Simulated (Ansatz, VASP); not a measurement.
**MoH5: VASP beside Ansatz**

```
CELL_PARAMETERS angstrom
3.32554 0.00000 0.00000
-1.66277 2.88000 0.00000
0.00000 0.00000 2.98972
ATOMIC_POSITIONS crystal
H 0.33333 0.66667 0.00000
H 0.66667 0.33333 0.00000
H 0.50000 0.00000 0.50000
H 0.50000 0.50000 0.50000
H 0.00000 0.50000 0.50000
Mo 0.00000 0.00000 0.00000
```

Change from the starting cell: species swapped into the ErNi5 type (P6/mmm, No. 191).

Alike in both runs: functional PBE; k mesh 12 × 12 × 12; occupations gaussian, width 0.1 eV; no spin polarisation.

Ansatz relaxed the structure, and its values are those at the end. VASP's run is a single point on that final structure, the one shown.

|  | VASP | Ansatz |
| --- | --- | --- |
| version | VASP 6.6.1 | Ansatz 0.2.0 |
| potentials or method | VASP PAW PBE potentials, release 64 (H, Mo_sv) | scalar-relativistic, plane waves, PAW |
| plane-wave cutoff (eV) | 520 | 420 |
| valence electrons in the cell | 19 | 19 |

```csv
,VASP,Ansatz,Ansatz less VASP
gap on the k mesh at the Fermi level (eV),none,none,-
pressure (GPa),0.0,0.0,+0.05
```

A gap of «none» marks a metal or a gap that the smearing closes. The functional is the same, so the differences come from potentials, cutoffs and numerics.
